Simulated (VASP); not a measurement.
Wanted: the native input for a VASP 6.6.1 run.

| Quantity | Value |
| --- | --- |
| Task | relaxation of cell and atoms |
| Functional | PBE |
| Potentials or basis | VASP PAW PBE potentials, release 64 (Zr_sv) |
| Cutoff | 520 eV |
| k mesh | 17 × 17 × 17 |
| Occupations | gaussian, width 0.1 eV |
| Spin | no spin polarisation |
| Further INCAR settings | ALGO = Normal; EDIFF = 1e-06; IBRION = 2; EDIFFG = -0.01; NSW = 90; ISIF = 3 |

The structure of Zr lies in POSCAR:

```
Zr
1.0
   -1.8100000000      1.8100000000      1.8100000000
    1.8100000000     -1.8100000000      1.8100000000
    1.8100000000      1.8100000000     -1.8100000000
Zr
1
Direct
    0.0000000000      0.0000000000      0.0000000000
```

This isn't the form of Zr at room conditions, which is hcp.

These files were run (other wordings do the same):

INCAR

```
SYSTEM = Zr
PREC = Accurate
ENCUT = 520
EDIFF = 1E-6
ISMEAR = 0
SIGMA = 0.1
LREAL = .FALSE.
LASPH = .TRUE.
NELM = 120
ALGO = Normal
ISIF = 3
LWAVE = .FALSE.
LCHARG = .FALSE.
GGA = PE
IBRION = 2
NSW = 90
EDIFFG = -0.01
```

KPOINTS

```
Automatic mesh
0
G
  17 17 17
  0 0 0
```

Potentials or basis: VASP PAW PBE potentials, release 64 (Zr_sv).

Command:

```sh
$ cat potpaw_PBE.64/Zr_sv/POTCAR > POTCAR
$ mpirun -np 1 vasp_std > vasp.out
```

It gave:

The relaxed volume is 22.80 Å³/atom, the relaxed cell is a = 3.094 Å, b = 3.094 Å, c = 3.094 Å, α = 109.47°, β = 109.47°, γ = 109.47° and the space group after relaxing (to 0.05 Å) is Im-3m (No. 229). The energy gained by relaxing is 9.7 meV/atom. The ionic steps are 3. The pressure after relaxing is 0.0 GPa. The band gap on the k mesh is none (metal or under the smearing width).

Wall time 21 s on 1 thread of Intel(R) Xeon(R) 6975P-C (Granite Rapids), with other jobs on the host, peak memory 0.17 GiB.
